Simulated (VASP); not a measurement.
Input of a VASP 6.6.1 run:

File INCAR:

```
SYSTEM = HgSe
  PREC = Accurate
  ENCUT = 520
  EDIFF = 1E-6
  ISMEAR = 0
  SIGMA = 0.017
  LREAL = .FALSE.
  LASPH = .TRUE.
  NELM = 60
  ALGO = Fast
  ISIF = 2
  LWAVE = .FALSE.
  LCHARG = .TRUE.
  GGA = PE
  LELF = .TRUE.
  LVHAR = .TRUE.
```

KPOINTS

```
regular mesh
0
G
  8 8 8
  0 0 0
```

File POSCAR:

```
HgSe
1.0
    0.0000000000      3.0390000000      3.0390000000
    3.0390000000      0.0000000000      3.0390000000
    3.0390000000      3.0390000000      0.0000000000
Hg Se
1 1
Direct
    0.0000000000      0.0000000000      0.0000000000
    0.7500000000      0.7500000000      0.7500000000
```

Potentials or basis: VASP PAW PBE potentials, release 64 (Hg, Se).

Launch:

```console
$ cat potpaw_PBE.64/Hg/POTCAR potpaw_PBE.64/Se/POTCAR > POTCAR
$ mpirun -np 1 vasp_std > vasp.out
```

(1) Estimate the band gap on the k mesh.

(2) Predict the pressure.

Answers

(1) none (metal or under the smearing width).

(2) 5.0 GPa.
